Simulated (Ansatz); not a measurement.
KF: rattling a relaxed structure

The cell was found from a structure generator's guess, not taken from experiment.

Level of theory: DFT PBE, scalar-relativistic, plane waves, PAW in Ansatz. Settings: cutoff 420 eV, Γ-centred mesh 6×6×2 on the computed 8-atom cell, Gaussian smearing of 0.02 eV; no spin polarisation.

The cell below (8 atoms, space group P6_3/mmc (No. 194)) is relaxed within its symmetry.

```
K F
1.0
     3.78278    0.00000    0.00000
    -1.89139    3.27598    0.00000
     0.00000    0.00000   12.85683
K F
4 4
Direct
  0.33333 0.66667 0.25000
  0.66667 0.33333 0.75000
  0.00000 0.00000 0.00000
  0.00000 0.00000 0.50000
  0.33333 0.66667 0.62327
  0.66667 0.33333 0.12327
  0.33333 0.66667 0.87673
  0.66667 0.33333 0.37673
```

For the test it was strained at random (σ = 1.5 % a component), the atoms were moved at random (σ = 0.10 Å), and all was relaxed again on a coarse 6×6×1 mesh (in the run’s order of axes) with 0.10 eV smearing, with no symmetry imposed.

Q: What happens?

A: It returns, within 1 meV/atom of the unmoved cell on that mesh and with the same symmetry when read at 0.1 Å (C2/m at 0.01 Å, so small strains and shifts remain). So it is stable against the distortions that fit this cell and that this random move excites. Modes that don't fit the cell aren't tested.
